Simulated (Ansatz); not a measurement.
Space group Fm-3m (No. 225). a = 5.444 Å, b = 5.444 Å, c = 5.444 Å, α = 90.00°, β = 90.00°, γ = 90.00°
```json
{"atom": "Cd", "site": "4a", "symmetry": "m-3m", "x": "0.0000", "y": "0.0000", "z": "0.0000"}
{"atom": "F", "site": "8c", "symmetry": "-43m", "x": "0.2500", "y": "0.7500", "z": "0.7500"}
```

Equation of state of this CdF2 structure (not necessarily the ground state), with shape and atoms relaxed at each volume where symmetry leaves them free. All numbers below come from DFT PBE+D3(BJ), scalar-relativistic, plane waves, PAW (Ansatz).

Plane waves to 420 eV, a k mesh through Γ of 8×8×8 on the computed 3-atom cell and Gaussian smearing (0.02 eV); no spin polarisation.

| V (Å³/atom) | E − E(largest V) (meV/atom) | P (GPa) | gap on mesh (eV) |
| --- | --- | --- | --- |
| 11.835 | 42.64 | 17.22 | 3.45 |
| 12.239 | 6.39 | 11.73 | 3.33 |
| 12.642 | -17.26 | 7.14 | 3.21 |
| 13.045 | -30.12 | 3.28 | 3.10 |
| 13.449 | -34.26 | 0.04 | 2.99 |
| 13.852 | -30.81 | -2.69 | 2.88 |
| 14.256 | -21.11 | -4.98 | 2.78 |
| 14.794 | 0.00 | -7.48 | 2.65 |

Question: Fit a third-order Birch–Murnaghan equation to E(V).

Answer: V0 = 13.45 Å³/atom, B0 = 99 GPa, B0' = 4.8.

The gaps are read on the mesh, which can miss the band edges, so they can be too wide.